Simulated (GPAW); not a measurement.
AlPt:

```
Pt Al
1.0
     4.87893    0.00000    0.00000
     0.00000    4.87893    0.00000
     0.00000    0.00000    4.87893
Pt Al
4 4
Direct
  0.84494 0.65506 0.34494
  0.65506 0.34494 0.84494
  0.34494 0.84494 0.65506
  0.15506 0.15506 0.15506
  0.15597 0.34403 0.65597
  0.34403 0.65597 0.15597
  0.65597 0.15597 0.34403
  0.84403 0.84403 0.84403
```

The cell is a database's computed one.

Base run:

| Item | Value |
| --- | --- |
| Program | GPAW 26.7.0 |
| Functional | PBEsol |
| Potentials or basis | PAW data sets generated in the run's folder for this functional |
| Cutoff | 600 eV |
| Basis | pw |
| k mesh | 5 × 5 × 5 |
| Occupations | fermi-dirac, width 0.05 eV |
| Spin | no spin polarisation |
| Hubbard terms | Pt d U = 4 eV |

Its results: pressure -4.0 GPa; largest force 0.069 eV/Å.

Problem. The run is repeated on the same cell with these changes: hubbard terms from Pt d U = 4 eV to none. What comes out?

Solution. Pressure -0.6 GPa; largest force 0.078 eV/Å.

Caveats: U without spin polarisation on a metal has little footing (some runs); the U is typed as a test and isn't derived for this compound (some runs).

Not every run made on this cell is shown here.
